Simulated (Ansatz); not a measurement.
Si built on the lonsdaleite prototype: an Ansatz output whose functional has been blanked. The cell was relaxed with r2SCAN and then strained (epitaxial -2.0 % in the xy plane, free normal strain +0.69 %), with the atoms relaxed again with r2SCAN; k points keep the names of the unstrained zone.

```yaml
crystal:
  lattice:
    - [3.75549, 0.00000, 0.00000]
    - [-1.87774, 3.25235, 0.00000]
    - [0.00000, 0.00000, 6.38487]
  atoms:
    - { symbol: Si, position: [0.33333, 0.66667, 0.00238] }
    - { symbol: Si, position: [0.66667, 0.33333, 0.50238] }
    - { symbol: Si, position: [0.33333, 0.66667, 0.37262] }
    - { symbol: Si, position: [0.66667, 0.33333, 0.87262] }
```

```
Pseudopotential: Si, paw, valence charge 4, recommended cutoff 420 eV
Crystal: 4 atoms, lattice volume = 77.986 Å³
Basis set: ecut = 420 eV, 1533 PW (Γ)
Bands: 13, of which v1, the nominal top of the filled ones, is band 8 counted from 1 (7 counted from 0)
Symmetry: 24 space group operations
Space group: P63/mmc (ITA 194)
k-points: 57 of 576
preconditioner: auto → none  [insulator: Δε(μ)=0.425 eV  σ=0.020 eV  ℏωp=16.8 eV]
SCF 1 converged in 6 iterations: F = -2543.123034 eV  dr2 = 1.68e-11
SCF converged after 6 iterations
Free energy (F): -2543.123034 eV
Fermi energy:    7.062489 eV
--- Per-component energies (eV) ---
  E_band       = 21.958279
  E_kinetic    = 163.411696
  E_local      = -107.155226
  E_nonlocal   = 104.690868
  E_hartree    = 29.631951
  E_xc         = -221.618137
  E_vxc        = -188.113299
  E_paw        = -2051.420487
  E_vpaw       = -10.139682
  E_ewald      = -460.663722
--- Forces (eV/Å), atoms counted from 1 ---
  atom   1  Si      0.00000      0.00000      0.01470
  atom   2  Si      0.00000      0.00000      0.01470
  atom   3  Si      0.00000      0.00000    -0.01470
  atom   4  Si      0.00000      0.00000    -0.01470
--- Stress (GPa, compression-positive) ---
        6.225364       0.000000       0.000000
        0.000000       6.225364       0.000000
        0.000000       0.000000       1.276904
  P = ⅓ Tr σ = 4.5759 GPa (45.759 kbar)
--- Band table (eV; the first three rows and the last of 57) ---
  k-point 0: bands = […, -0.6582, 5.3994, 5.3994, 6.2231, 6.8569, 6.8569, 8.2367, 8.7300, 8.9048, 8.9048, …]
  k-point 1: bands = […, 0.3128, 4.5783, 5.5498, 5.5498, 6.5345, 6.5345, 8.4227, 9.2085, 9.2085, 9.4141, …]
  k-point 2: bands = […, 2.2772, 2.2772, 5.9711, 5.9711, 5.9711, 5.9711, 8.9322, 8.9322, 9.8595, 9.8595, …]
  k-point 56: bands = […, -0.7286, -0.7286, 2.1377, 2.1377, 4.5991, 4.5991, 8.2056, 8.2056, 10.1518, 10.1518, …]
```

bands.tsv, columns around the gap (it counts bands from 0):
```tsv
# k_distance	band_3	band_4	band_5	band_6	band_7	band_8	band_9	band_10	band_11
# fermi_ev = 7.062489
# [0, 0, 0] at k_distance = 0.000000
# [0.5, 0, 0] at k_distance = 0.965946
# [0.3333333333, 0.3333333333, 0] at k_distance = 1.523636
# [0, 0, 0.5] at k_distance = 2.742721
# [0.5, 0, 0.5] at k_distance = 3.708668
# [0.3333333333, 0.3333333333, 0.5] at k_distance = 4.266357
# [0, 0.5, 0] at k_distance = 5.010076
# levels_relative_to = fermi_ev
0.000	-1.663	-1.663	-0.839	-0.206	-0.206	1.174	1.668	1.842	1.842
0.966	-6.423	-5.100	-3.412	-3.299	-1.743	0.214	2.104	2.494	2.846
1.524	-6.987	-5.610	-3.981	-3.981	-3.812	0.358	4.892	4.892	5.151
2.743	-4.785	-1.091	-1.091	-1.091	-1.091	1.870	1.870	2.797	2.797
3.709	-7.666	-2.936	-2.936	-2.684	-2.684	0.581	0.581	1.286	1.286
4.266	-7.791	-4.925	-4.925	-2.463	-2.463	1.143	1.143	3.089	3.089
5.010	-6.423	-5.100	-3.412	-3.299	-1.743	0.214	2.104	2.494	2.846
```
In order the rows are Γ, M, K, A, L, H, M.

Task: Which level of theory was used?
A. r2SCAN
B. PBE
C. HSE06
D. LDA

Result: B. PBE. There is no exchange loop, so no exact exchange. With PBE the valence top lies at Γ and the conduction bottom at M, 0.42 eV higher; the smallest vertical gap, at Γ, is 1.38 eV. The log narrows the family; the member has to be judged from the numbers.

Command: `ansatz run input.yaml --threads 2 --pin off --max-ram 18432MiB --backend cpu --events-out ev --progress --plain --runs-dir out`. Wall time 1.6 s on 2 threads of AMD EPYC 7R13 Processor (Zen 3), with other jobs on the host; peak host memory 0.48 GiB.

(Simulation; spin polarisation is off.)
